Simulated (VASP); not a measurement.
Set up this calculation in VASP 6.6.1, as the native input.

```
Task                   : dielectric tensor
Functional             : PBEsol
Potentials or basis    : VASP PAW PBE potentials, release 64 (Si, C)
Cutoff                 : 600 eV
k mesh                 : 12 × 12 × 2
Occupations            : gaussian, width 0.03 eV
Spin                   : no spin polarisation
Monkhorst-Pack mesh    : no
Further INCAR settings : ALGO = Fast; EDIFF = 1e-08
```

The structure of SiC (Moissanite 6H) lies in POSCAR:

```
SiC                                     
1.0
    3.0798348513      0.0000000000      0.0000000000
   -1.5399174256      2.6672152207      0.0000000000
    0.0000000000      0.0000000000     15.1116731378
  Si              C             
     6     6
Direct
     0.0000000000000000    0.0000000000000000    0.1250363669735108
     0.0000000000000000    0.0000000000000000    0.6250363669735108
     0.3333333332999970    0.6666666667000030    0.2918190986567595
     0.6666666667000030    0.3333333332999970    0.7918190986567595
     0.3333333332999970    0.6666666667000030    0.9583117383177111
     0.6666666667000030    0.3333333332999970    0.4583117383177111
     0.0000000000000000    0.0000000000000000    0.9996886893862467
     0.0000000000000000    0.0000000000000000    0.4996886893862467
     0.3333333332999970    0.6666666667000030    0.1668269791811028
     0.6666666667000030    0.3333333332999970    0.6668269791811028
     0.3333333332999970    0.6666666667000030    0.8333171274846762
     0.6666666667000030    0.3333333332999970    0.3333171274846762
```

One way to write it, as run:

INCAR

```
SYSTEM = SiC
PREC = Accurate
ENCUT = 600
EDIFF = 1E-8
ISMEAR = 0
SIGMA = 0.03
LREAL = .False.
LASPH = .True.
NELM = 80
ALGO = Fast
ISIF = 2
LWAVE = .False.
LCHARG = .False.
GGA = PS
LEPSILON = .True.
KPAR = 4
```

KPOINTS

```
regular mesh
0
Gamma
  12 12 2
  0 0 0
```

Potentials or basis: VASP PAW PBE potentials, release 64 (Si, C).

Run with:

```bash
$ cat potpaw_PBE.64/Si/POTCAR potpaw_PBE.64/C/POTCAR > POTCAR
$ mpirun -np 4 vasp_std > vasp.out
```

Results of the run:

```
Band gap on the k mesh                  : 1.91 eV, indirect (least direct gap 3.02 eV)
Electronic dielectric tensor (diagonal) : 7.11, 7.11, 7.37
Born charges (mean of the diagonal)     : Si +2.65, +2.73, +2.75; C -2.70, -2.72, -2.71 e
```

It took 24 min on 4 MPI ranks on Intel(R) Xeon(R) Platinum 8259CL CPU @ 2.50GHz (Skylake/Cascade Lake), with other jobs on the host, peak memory 0.99 GiB a rank.
